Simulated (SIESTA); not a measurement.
Crystal: Pd.

```
Pd
1.0
     2.78367    0.00000    0.00000
    -1.39183    2.41072    0.00000
     0.00000    0.00000    4.62889
Pd
2
Direct
  0.33333 0.66667 0.25000
  0.66667 0.33333 0.75000
```

This isn't the form of Pd at room conditions, which is fcc.

Base run:

| Property | Result |
| --- | --- |
| Program | SIESTA 5.4.2 |
| Functional | PBE |
| Potentials or basis | PseudoDojo 0.4 standard (PBE files) |
| Basis | DZP (energy shift 0.003 Ry; two zetas on semicore shells) |
| Grid cutoff | 800 Ry |
| Energy shift | 0.003 Ry |
| k mesh | 11 × 11 × 6 |
| Occupations | fermi-dirac, width 0.05 eV |
| Spin | no spin polarisation |

Its results: band gap on the k mesh none (metal or under the smearing width); pressure -0.3 GPa.

Task: The run is repeated on the same cell with these changes: functional from PBE to PBEsol; potentials or basis from PseudoDojo 0.4 standard (PBE files) to PseudoDojo 0.4 standard (PBEsol files). What comes out?

Result: Band gap on the k mesh none (metal or under the smearing width); pressure -9.3 GPa.

Caveats: the basis of atomic orbitals isn't converged, which shifts pressures, moduli and gaps.
